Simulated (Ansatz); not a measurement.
# BaTiO3 (P4mm) in Ansatz: single point with r2SCAN0

Aim: the single point of BaTiO3 with r2SCAN0.

All numbers are computed with Ansatz 0.2.0; they aren't measurements. Logs are shortened: lines on timing, memory, paths and dates and some standing lists are left out, and cuts for length are marked.

## Step 1: Starting point

Symmetry: P4mm, No. 99, tetragonal system. The conventional cell has a = 4.000 Å, b = 4.000 Å, c = 4.018 Å, α = 90.00°, β = 90.00°, γ = 90.00°. Around Ba (site symmetry 4mm) lie 12 O at 2.79 to 2.88 Å. Ti (site symmetry 4mm) is surrounded by 6 O at 1.89 to 2.13 Å. O (site symmetry 2mm) is surrounded by 2 Ti at 2.00 Å. O (site symmetry 4mm) is surrounded by 2 Ti at 1.89 to 2.13 Å.

## Step 2: Single point, r2SCAN0

File input.yaml:

```yaml
crystal:
  lattice:
    - [3.9998, 0.0, 0.0]
    - [0.0, 3.9998, 0.0]
    - [0.0, 0.0, 4.018]
  atoms:
    - { symbol: Ba, position: [0.0, 0.0, 0.0] }
    - { symbol: Ti, position: [0.5, 0.5, 0.49] }
    - { symbol: O, position: [0.0, 0.5, 0.517] }
    - { symbol: O, position: [0.5, 0.0, 0.517] }
    - { symbol: O, position: [0.5, 0.5, 0.019] }
hamiltonian:
  xc: r2scan0
  pseudopotentials: { kind: paw }
kpoints:
  mp_grid: { grid: [4, 4, 4] }
scf:
  occupations: { method: fermi_dirac, width: 0.05 }
output:
  forces: true
  stress: true
  eigenvalues: true
  write_density: true
  write_potential: true
  elf: true
  volumetric_format: npy
```

Potentials or basis: Ansatz PAW.

On the command line:

```
ansatz run input.yaml --threads 2 --pin off --max-ram 5632MiB --backend cpu --events-out ev --progress --plain --runs-dir out
```

The log of the run:

```text
Warning: output.stress: scf.convergence.dr2_threshold = 1e-7 eV (the SCF's general default) is looser than the 5e-10 eV advised for a printed stress (1e-10 eV for each atom of the cell: 5). What an SCF threshold leaves in a stress goes as its square root, and in the free energy as the threshold itself, and one threshold admits the most on a small cell: of the crystals measured, under no hybrid functional and no lock of the moments, on runs that ended without the residual-converged pass, on stresses that held no estimate of that error, the worst erred by over 100 MPa in a component at 1e-7 eV an atom and by under 5 at 1e-10. Set scf.convergence.dr2_threshold to 5e-10 eV or tighter. The threshold is an SCF's pass mark: one that does not reach it within its budget of iterations ends unconverged, or closes short of it on a stop that the run arms, and scf.convergence.dr2_threshold's page says what that costs each kind of run
Warning: output.stress: scf.exx.energy_threshold = 1e-6 eV is looser than the 5e-8 eV advised for a stress under a hybrid functional (1e-8 eV for each atom of the cell: 5). Every SCF of the exchange loop can meet its threshold on dr2 while the loop round them stops early: no threshold on dr2 bounds what that leaves in the stress. Set scf.exx.energy_threshold to 5e-8 eV or tighter. The threshold is the loop's pass mark: a loop that does not reach it within its budget of cycles ends unconverged, and scf.exx.energy_threshold's page has the law
Warning: RAYON_NUM_THREADS=2 ignored (pool sized by the plan → 2); use --threads N
Engine: ansatz 0.2.0, aarch64-unknown-linux-gnu
Pseudopotentials: kind: paw
Pseudopotential: Ba, paw, valence charge 10, recommended cutoff 500 eV (meta_gga), Ba.paw.azcp
Pseudopotential: Ti, paw, valence charge 12, recommended cutoff 500 eV (meta_gga), Ti.paw.azcp
Pseudopotential: O, paw, valence charge 6, recommended cutoff 500 eV (meta_gga), O.paw.azcp
Functional definition: r2SCAN0
  parameter a = 0.25
  parameter k0 = 0.174
  parameter k1 = 0.065
  parameter a1 = 4.9479
  exchange = (1 - a)*r2scan_x(k0 = k0, k1 = k1, a1 = a1) + a*exact_x
  correlation = r2scan_c
Crystal: 5 atoms, lattice volume = 64.282 Å³
Basis set: ecut = 500 eV, 1647 PW (Γ), exchange–correlation on 120×120×120 points (64 copies of the dense FFT grid, shifted against one another)
Bands: 25, of which v1, the nominal top of the filled ones, is band 20 counted from 1 (19 counted from 0)
Symmetry: 8 space group operations
Space group: P4mm (ITA 99), of the structure as read, at distance tolerance 4.0e-5 Å
k-points: 18 of 64 (time reversal used)
Non-local potential: Ba, projectors of the file, l = 0: 3, l = 1: 2, l = 2: 2, l = 3: 2
Non-local potential: Ti, projectors of the file, l = 0: 3, l = 1: 2, l = 2: 3, l = 3: 1
Non-local potential: O, projectors of the file, l = 0: 2, l = 1: 2, l = 2: 1
PAW form: soft (Blöchl's): semilocal exchange-correlation on the pseudo side does not see the compensation charge
PAW frozen core: Ba, regenerated for the run's functional, and the local potential with it (the file was generated under x = pbe(κ = 0.804, μ = 0.2195149727645171), c = pbe(β = 0.06672455060314922))
PAW frozen core: Ti, regenerated for the run's functional, and the local potential with it (the file was generated under x = pbe(κ = 0.804, μ = 0.2195149727645171), c = pbe(β = 0.06672455060314922))
PAW frozen core: O, regenerated for the run's functional, and the local potential with it (the file was generated under x = pbe(κ = 0.804, μ = 0.2195149727645171), c = pbe(β = 0.06672455060314922))
PAW one-centre angular grid: Ba, 302 points (default); XC on 160 Gauss nodes
PAW one-centre angular grid: Ti, 590 points (default); XC on 160 Gauss nodes
PAW one-centre angular grid: O, 302 points (default); XC on 160 Gauss nodes
Initial density: superposition of atomic densities (neutral atoms: chi_scale 0, normalization atom), corrected by the library's trained network
Initial wavefunctions: pseudopotential atomic-orbital guess
Functional: x = r2scan, c = r2scan; τ floored in thin density (d = 2e-4 eV/Å³), warm-up for x = 0.75 r2scan + 0.25 exact, c = r2scan; τ floored in thin density (d = 2e-4 eV/Å³)
SCF iter   1: F=—  HF=-10183.703640 eV  |F-HF|=—  |Δ(HF+E_count)|=         —  Δρ=2.24e-2  dr2=4.04e-1  dr2_τ=2.48e-1  ethr=1.77e-3  ⟨swp⟩=8.4  Hψ=2202  notcnv=0
preconditioner: auto → none  [insulator: Δε(μ)=2.700 eV  Ē_g=12.962 eV  σ=0.050 eV  W_gap=1.00  n_scr=18 (ndim 8)  ℏωp=26.2 eV  f_vac=0.000  D(μ)=0.00/eV (n_scr^D=0)]
SCF iter   2: F=—  HF=-10183.937901 eV  |F-HF|=—  |Δ(HF+E_count)|=   2.34e-1  Δρ=3.42e-2  dr2=8.07e-1  dr2_τ=7.92e-2  ethr=1.01e-3  ⟨swp⟩=5.4  Hψ=1431  notcnv=0  defer=2
iter 3 solved again at ethr=9.96e-5 eV; its pass at ethr=1.01e-3 eV (dr2=3.98e-2 eV) is discarded
SCF iter   3: F=—  HF=-10183.806678 eV  |F-HF|=—  |Δ(HF+E_count)|=   1.31e-1  Δρ=9.23e-3  dr2=3.80e-2  dr2_τ=1.69e-3  ethr=9.96e-5  ⟨swp⟩=3.7  Hψ=2009  notcnv=0  defer=4
SCF iter   4: F=—  HF=-10183.802605 eV  |F-HF|=—  |Δ(HF+E_count)|=   4.07e-3  Δρ=2.64e-3  dr2=6.43e-3  dr2_τ=3.96e-4  ethr=9.51e-5  ⟨swp⟩=3.2  Hψ=1062  notcnv=0  defer=1
SCF iter   5: F=—  HF=-10183.801294 eV  |F-HF|=—  |Δ(HF+E_count)|=   1.31e-3  Δρ=1.35e-3  dr2=1.73e-3  dr2_τ=5.51e-5  ethr=1.61e-5  ⟨swp⟩=4.2  Hψ=1017  notcnv=0  defer=4
SCF iter   6: F=-10183.800710 eV  HF=-10183.801047 eV  |F-HF|=3.37e-4  |Δ(HF+E_count)|=   2.48e-4  Δρ=7.77e-4  dr2=3.74e-4  dr2_τ=3.74e-5  ethr=4.33e-6  ⟨swp⟩=4.1  Hψ=1160  notcnv=0  defer=4
SCF 1 stopped early in 6 iterations: F = -10183.800710 eV  dr2 = 3.74e-4
Initial density: handed on by an earlier stage of this run
Initial wavefunctions: those handed on with the density
Functional: x = 0.75 r2scan + 0.25 exact, c = r2scan; τ floored in thin density (d = 2e-4 eV/Å³)
Frozen-core exchange: fock
SCF iter   1: F=—  HF=-10181.499986 eV  |F-HF|=—  |Δ(HF+E_count)|=         —  Δρ=2.21e-2  dr2=4.86e-1  dr2_τ=1.56e-2  ethr=9.36e-6  ⟨swp⟩=9.1  Hψ=2221  notcnv=0
preconditioner: auto → none  [insulator: Δε(μ)=5.016 eV  Ē_g=14.736 eV  σ=0.050 eV  W_gap=1.00  n_scr=18 (ndim 8)  ℏωp=25.4 eV  f_vac=0.000  D(μ)=0.00/eV (n_scr^D=0)]
SCF iter   2: F=—  HF=-10181.380732 eV  |F-HF|=—  |Δ(HF+E_count)|=   1.19e-1  Δρ=6.65e-3  dr2=4.74e-2  dr2_τ=1.80e-3  ethr=9.36e-6  ⟨swp⟩=5.3  Hψ=1645  notcnv=0
SCF iter   3: F=—  HF=-10181.395547 eV  |F-HF|=—  |Δ(HF+E_count)|=   1.48e-2  Δρ=3.54e-3  dr2=1.50e-2  dr2_τ=3.39e-4  ethr=9.36e-6  ⟨swp⟩=4.1  Hψ=1420  notcnv=0
SCF iter   4: F=—  HF=-10181.392810 eV  |F-HF|=—  |Δ(HF+E_count)|=   2.74e-3  Δρ=1.11e-3  dr2=8.17e-4  dr2_τ=8.39e-5  ethr=9.36e-6  ⟨swp⟩=3.8  Hψ=1246  notcnv=0  defer=1
SCF iter   5: F=—  HF=-10181.394534 eV  |F-HF|=—  |Δ(HF+E_count)|=   1.72e-3  Δρ=1.65e-3  dr2=1.67e-3  dr2_τ=1.37e-4  ethr=1.27e-6  ⟨swp⟩=4.1  Hψ=1210  notcnv=0
SCF iter   6: F=—  HF=-10181.394183 eV  |F-HF|=—  |Δ(HF+E_count)|=   3.51e-4  Δρ=5.23e-4  dr2=2.74e-4  dr2_τ=8.91e-6  ethr=1.27e-6  ⟨swp⟩=3.3  Hψ=955  notcnv=0
SCF iter   7: F=-10181.394126 eV  HF=-10181.394126 eV  |F-HF|=2.03e-7  |Δ(HF+E_count)|=   5.68e-5  Δρ=2.68e-5  dr2=7.54e-6  dr2_τ=4.51e-8  ethr=5.80e-7  ⟨swp⟩=3.1  Hψ=859  notcnv=0
SCF 2 stopped early in 7 iterations: F = -10181.394126 eV  dr2 = 7.54e-6
  Residual-converged pass: ⟨swp⟩=5.0  Hψ=1617  notcnv=0  max |occ|·‖R‖ = 6.6e-6 eV (tolerance 6.7e-6 eV)  dr2=8.53e-6  dr2_τ=1.79e-7  dr2_onsite=8.01e-8  max |Δocc| = 0.0e0
hybrid outer 1: dexx = +2.715e-2 eV, tail = 7.57e-5 eV
Frozen-core exchange: fock
SCF iter   1: F=—  HF=-10181.393803 eV  |F-HF|=—  |Δ(HF+E_count)|=         —  Δρ=1.75e-4  dr2=1.85e-5  dr2_τ=1.57e-6  ethr=9.46e-7  ⟨swp⟩=5.1  Hψ=1121  notcnv=0
preconditioner: auto → none  [insulator: Δε(μ)=4.278 eV  Ē_g=14.042 eV  σ=0.050 eV  W_gap=1.00  n_scr=18 (ndim 8)  ℏωp=25.4 eV  f_vac=0.000  D(μ)=0.00/eV (n_scr^D=0)]
SCF iter   2: F=—  HF=-10181.393804 eV  |F-HF|=—  |Δ(HF+E_count)|=   7.19e-7  Δρ=1.56e-4  dr2=1.87e-5  dr2_τ=1.16e-6  ethr=4.24e-8  ⟨swp⟩=3.9  Hψ=1020  notcnv=0
SCF iter   3: F=—  HF=-10181.393800 eV  |F-HF|=—  |Δ(HF+E_count)|=   4.32e-6  Δρ=1.61e-5  dr2=5.07e-7  dr2_τ=1.99e-8  ethr=4.24e-8  ⟨swp⟩=2.7  Hψ=831  notcnv=0
SCF iter   4: F=—  HF=-10181.393802 eV  |F-HF|=—  |Δ(HF+E_count)|=   2.76e-6  Δρ=4.62e-5  dr2=1.51e-6  dr2_τ=1.00e-7  ethr=2.62e-10  ⟨swp⟩=5.1  Hψ=1777  notcnv=0  defer=1
SCF iter   5: F=—  HF=-10181.393802 eV  |F-HF|=—  |Δ(HF+E_count)|=   3.70e-7  Δρ=3.53e-6  dr2=2.56e-8  dr2_τ=5.34e-10  ethr=2.62e-10  ⟨swp⟩=4.7  Hψ=1238  notcnv=0
SCF iter   6: F=—  HF=-10181.393802 eV  |F-HF|=—  |Δ(HF+E_count)|=   8.03e-8  Δρ=5.00e-6  dr2=1.10e-8  dr2_τ=8.40e-10  ethr=3.31e-11  ⟨swp⟩=4.4  Hψ=1435  notcnv=0  defer=2
SCF iter   7: F=—  HF=-10181.393802 eV  |F-HF|=—  |Δ(HF+E_count)|=   2.52e-9  Δρ=1.28e-6  dr2=2.36e-9  dr2_τ=1.10e-10  ethr=2.51e-11  ⟨swp⟩=3.1  Hψ=863  notcnv=0  defer=1
SCF iter   8: F=-10181.393802 eV  HF=-10181.393802 eV  |F-HF|=1.44e-9  |Δ(HF+E_count)|=   5.77e-9  Δρ=1.72e-6  dr2=1.71e-9  dr2_τ=9.73e-11  ethr=2.90e-12  ⟨swp⟩=4.6  Hψ=1133  notcnv=0  defer=2
SCF 3 converged in 8 iterations: F = -10181.393802 eV  dr2 = 1.71e-9
  Residual-converged pass: ⟨swp⟩=3.2  Hψ=1085  notcnv=0  max |occ|·‖R‖ = 6.5e-7 eV (tolerance 7.0e-7 eV)  dr2=1.71e-9  dr2_τ=9.69e-11  dr2_onsite=1.11e-10  max |Δocc| = 0.0e0
hybrid outer 2: dexx = +2.745e-6 eV, tail = 2.99e-8 eV, Δε = 3.10e-3 eV (about 6.67e-5 eV left of the loop's levels), ΔF = 8.08e-3 eV/Å (tail 7.60e-4)
hybrid SCF converged: 2 outer / 15 inner (+6 warm-up), last move |dexx| = 2.75e-6 eV, tail = 2.99e-8 eV
Stability not checked: this state was not tested for a lower state beside it, because the functional holds exact exchange (a hybrid, or Hartree-Fock), whose exchange loop this test does not read (fock_operator; see scf.lower_state_search)
Free energy (F): -10181.393802 eV
Frozen-core exchange: fock
Harris-Foulkes:  -10181.393802 eV  (|F-HF|=1.44e-9)
Internal energy: -10181.393802 eV  (E = F + TS)
E sigma→0 (E₀):  -10181.393802 eV
Fermi energy:    10.829670 eV
--- Per-component energies (eV) ---
  E_band       = -263.145149
  E_kinetic    = 973.995003
  E_local      = -2088.194960  (includes V_loc(G=0)·N_el)
  E_nonlocal   = 194.236101
  E_hartree    = 812.656400
  E_xc         = -368.386319
  E_vxc        = -459.491864  (∫ρ·V_xc dr)
  E_exx        = -133.820208  (= α·E_x^exact, valence–valence)
  E_paw        = -6754.962950  (= ΣΔE_a)
  E_vpaw       = -265.119753  (= ΣTr[D̂ρ^β])
  E_aug_tail   = 0.003053  (compensation charges beyond the density's cutoff)
  E_vtau       = 23.755575  (kinetic-family band-sum trace: ∫τ·v_τ [+ j·A + Jᵃ·Aᵃ] dr)
  E_ewald      = -2816.377938
  E_core_change = -0.541986  (= ΣΔE_core)
  E_smearing   = -0.000000  (= −TS)
  E_closure    = 0.000000  (closes the sum)
  Σ components = -10181.393802   (vs F -10181.393802, Δ=-1.82e-12)
--- Forces (eV/Å), atoms counted from 1 ---
  atom   1  Ba     0.00000000     0.00000000     0.04799507
  atom   2  Ti    -0.00000000     0.00000000    -0.34867600
  atom   3  O     -0.00000000    -0.00000000    -0.15893778
  atom   4  O     -0.00000000     0.00000000    -0.15893778
  atom   5  O      0.00000000     0.00000000     0.61841525
  max |Σ_I F_I| component: 1.41e-4 eV/Å
--- Stress (GPa, compression-positive) ---
       -4.863805       0.000000       0.000000
        0.000000      -4.863805       0.000000
        0.000000       0.000000      -4.126246
  P = ⅓ Tr σ = -4.6180 GPa (-46.180 kbar)
--- Band table (eV; the first three rows and the last of 18) ---
  k-point 0: bands = ["-53.8072", "-27.6710", "-27.6323", "-27.6323", "-17.7910", "-10.4605", "-9.8270", "-9.7593", "-1.6639", "-1.6639", "-1.6618", "6.0799", "6.1095", "6.1095", "7.3283", "7.3283", "7.4173", "8.4103", "8.4563", "8.4563", "12.9499", "13.1465", "13.1465", "15.0527", "15.1551"]
  k-point 1: bands = ["-53.8068", "-27.6972", "-27.6307", "-27.6307", "-17.7171", "-10.5131", "-9.7435", "-9.7359", "-1.5634", "-1.5634", "-1.4284", "5.0997", "5.9199", "5.9199", "6.8819", "6.8819", "7.0171", "7.3444", "8.1902", "8.1902", "13.0199", "14.0553", "14.0553", "15.0538", "16.4491"]
  k-point 2: bands = ["-53.8065", "-27.7239", "-27.6291", "-27.6291", "-17.6405", "-10.6682", "-9.7275", "-9.5190", "-1.4570", "-1.4570", "-1.1925", "4.1550", "5.6270", "5.6270", "6.6031", "6.6315", "6.6315", "6.6657", "7.9586", "7.9586", "13.0928", "14.8870", "14.8870", "15.0561", "17.3658"]
  k-point 17: bands = ["-53.8049", "-27.7156", "-27.6793", "-27.6793", "-17.4660", "-9.6026", "-9.4978", "-9.4978", "-2.4749", "-2.4749", "-2.4480", "3.6607", "4.3937", "4.4397", "6.1418", "6.1418", "6.1752", "8.5827", "8.5827", "8.6727", "15.6216", "15.6216", "15.6433", "18.1214", "18.3095"]
```

Run time: 50 s. Hardware: 2 threads of Arm Neoverse V1, shared host; peak memory 1.8 GiB.

What came out:

```
Free energy            : -10181.3938 eV
Pressure               : -4.6 GPa
Largest force          : 0.618 eV/Å
Band gap on the k mesh : 4.28 eV, indirect (least direct gap 4.49 eV)
```

Forces on the atoms (eV/Å):
```
Ba   0.000  0.000  0.048
Ti   0.000  0.000 -0.349
O    0.000  0.000 -0.159
O    0.000  0.000 -0.159
O    0.000  0.000  0.618
```

Caveat: spin-orbit coupling is left out, which moves the levels of the heavy elements; the PAW data sets come from PBE, with cores solved anew for the run's functional, which leaves a small shift of forces and pressure; the thresholds are loose for stress. A k mesh can miss the band edges.
